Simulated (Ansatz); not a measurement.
# GaN in Ansatz: the effect of functional

The system is GaN.

```xyz
2
Lattice="0.0000 2.1352 2.1352 2.1352 0.0000 2.1352 2.1352 2.1352 0.0000" Properties=species:S:1:pos:R:3 pbc="T T T"
Ga    0.0000    0.0000    0.0000
N     2.1352    2.1352    2.1352
```

Measurements of this composition are mostly on another form, of space group No. 186.

Alike in all runs:

```yaml
Program: Ansatz 0.2.0
Task: single point
Potentials_or_basis: all-electron PAW datasets made for the crystal
k_mesh: 8 × 8 × 8
Occupations: fermi-dirac, width 0.05 eV
Spin: no spin polarisation
```

```csv
functional,cutoff,gap on the mesh (eV),pressure (GPa)
PBE,380 eV (chosen from the basis error),0.43,-0.3
HSE06,430 eV (chosen from the basis error),?,?
PBE0,430 eV (chosen from the basis error),2.36,-10.0
```

Task: What does the run with functional HSE06 give?

Result: gap on the mesh 1.67 eV; pressure -9.8 GPa.

A k mesh can miss the band edges.
